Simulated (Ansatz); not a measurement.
## How the vibrations of InP change with volume

These are results of DFT LDA, scalar-relativistic, plane waves, PAW in Ansatz, not measurements. Plane waves to 420 eV; Γ-centred k mesh 14×14×14; Fermi-Dirac smearing of 0.15 eV. No spin polarisation. Phonons by linear response, acoustic sum rule imposed.

Relaxed structure:
```cif
data_structure
_symmetry_space_group_name_H-M 'Fm-3m'
_symmetry_Int_Tables_number 225
_cell_length_a 5.4193
_cell_length_b 5.4193
_cell_length_c 5.4193
_cell_angle_alpha 90.000
_cell_angle_beta 90.000
_cell_angle_gamma 90.000
_cell_volume 159.16
loop_
_atom_site_label
_atom_site_type_symbol
_atom_site_symmetry_multiplicity
_atom_site_Wyckoff_symbol
_atom_site_fract_x
_atom_site_fract_y
_atom_site_fract_z
_atom_site_occupancy
In1 In 4 a 0.00000 0.00000 0.00000 1
P1 P 4 b 0.50000 0.00000 0.00000 1
```

In a metal, frequencies depend on the k mesh and the smearing, soft modes most.

Cells at 0.98 and 1.02 times the equilibrium volume were relaxed in shape and atoms; γ = −d ln ν / d ln V, modes matched by rank.

Task: Give the optical frequencies at Γ (cm⁻¹) at the three volumes and the mode Grüneisen parameters.

Result:
```
0.98 V    V  1.02 V     γ  degeneracy
   188  176     165  3.32           3
```

Task: What pressures hold the two strained cells, and what bulk modulus follows?

Result: 1.88 GPa at 0.98 V and -1.68 GPa at 1.02 V, so B = −dP/d ln V ≈ 89 GPa.

This rock-salt form isn't the usual stable structure of the compound.